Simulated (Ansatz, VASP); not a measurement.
## SiC2: VASP beside Ansatz

INCAR

```
SYSTEM = SiC2
PREC = Accurate
ENCUT = 520
EDIFF = 1E-7
ISMEAR = 0
SIGMA = 0.1
LREAL = .False.
LASPH = .True.
NELM = 150
ALGO = Normal
ISIF = 2
LWAVE = .False.
LCHARG = .False.
ISPIN = 2
MAGMOM = 0 0 1 1 1 1
LORBIT = 11
GGA = PE
NBANDS = 25
```

KPOINTS

```
regular mesh
0
Gamma
  6 6 2
  0 0 0
```

Contents of POSCAR:

```
SiC2
1.0
    3.2440466586      0.0000000000      0.0000000000
   -1.6220233293      2.8094268174      0.0000000000
    0.0000000000      0.0000000000     12.5169487329
Si C
2 4
Direct
    0.3333333333      0.6666666667      0.0000000000
    0.6666666667      0.3333333333      0.0000000000
    0.3333333333      0.6666666667      0.6589556936
    0.3333333333      0.6666666667      0.3410443064
    0.6666666667      0.3333333333      0.6589556936
    0.6666666667      0.3333333333      0.3410443064
```

Input for Ansatz:

```yaml
crystal:
  lattice:
    - [3.2440466586, 0.0, 0.0]
    - [-1.6220233293, 2.8094268174, 0.0]
    - [0.0, 0.0, 12.5169487329]
  atoms:
    - { symbol: Si, position: [0.3333333333, 0.6666666667, 0.0] }
    - { symbol: Si, position: [0.6666666667, 0.3333333333, 0.0] }
    - { symbol: C, position: [0.3333333333, 0.6666666667, 0.6589556936], spin: 1.0 }
    - { symbol: C, position: [0.3333333333, 0.6666666667, 0.3410443064], spin: 1.0 }
    - { symbol: C, position: [0.6666666667, 0.3333333333, 0.6589556936], spin: 1.0 }
    - { symbol: C, position: [0.6666666667, 0.3333333333, 0.3410443064], spin: 1.0 }
basis:
  ecutwfc: 420
kpoints:
  mp_grid: { grid: [6, 6, 2] }
hamiltonian:
  xc: pbe
scf:
  occupations: { method: gaussian, width: 0.1 }
  lower_state_search: "off"
output:
  forces: true
  stress: true
  eigenvalues: true
  populations: true
magnetization:
  spin_polarized: true
```

Alike in both runs: task single point; functional PBE; k mesh 6 × 6 × 2; occupations gaussian, width 0.1 eV; collinear spin.

|  | VASP | Ansatz |
| --- | --- | --- |
| version | VASP 6.6.1 | Ansatz 0.2.0 |
| potentials or method | VASP PAW PBE potentials, release 64 (Si, C) | scalar-relativistic, plane waves, PAW |
| plane-wave cutoff (eV) | 520 | 420 |
| valence electrons in the cell | 24 | 24 |

|  | VASP | Ansatz | Ansatz less VASP |
| --- | --- | --- | --- |
| gap on the k mesh at the Fermi level (eV) | none | none | - |
| pressure (GPa) | 0.0 | 0.0 | 0.00 |
| largest component of the traceless stress (GPa) | 0.18 | 0.21 | +0.035 |
| net moment per atom (μB) | 0.00 | 0.00 | 0.000 |

A gap of «none» marks a metal or a gap that the smearing closes. Ansatz warned: «seeded_moment_not_kept».

Caveats: the k mesh is coarse (spacing up to 0.37 Å⁻¹), so the values aren't converged; this functional lacks dispersion, which binds the layers, so the pressure and a relaxed spacing across them are unreliable.
